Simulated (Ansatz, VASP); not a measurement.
## One calculation of NaF, two programs

```
Na F
1.0
     0.00000    2.04171    2.04171
     2.04171    0.00000    2.04171
     2.04171    2.04171    0.00000
Na F
1 1
Direct
  0.00000 0.00000 0.00000
  0.50000 0.50000 0.50000
```

Alike in both runs: functional PBE; k mesh 10 × 10 × 10; occupations gaussian, width 0.02 eV; no spin polarisation.

Ansatz relaxed the structure, and its values are those at the end. VASP's run is a single point on that final structure, the one shown.

```csv
,VASP,Ansatz
version,VASP 6.6.1,Ansatz 0.2.0
potentials or method,"VASP PAW PBE potentials, release 64 (Na_pv, F)","scalar-relativistic, plane waves, PAW"
plane-wave cutoff (eV),520,420
valence electrons in the cell,14,16
```

Ansatz gave:

```
gap on the k mesh at the Fermi level (eV) : 8.96
least direct gap on the mesh (eV)         : 8.96
```

Estimate VASP's values.

gap on the k mesh at the Fermi level (eV): 8.93; least direct gap on the mesh (eV): 8.93.

The two sets of potentials don't hold the same shells in valence.

 A k mesh can miss the band edges. As with any semilocal functional, this PBE gap is likely too small.
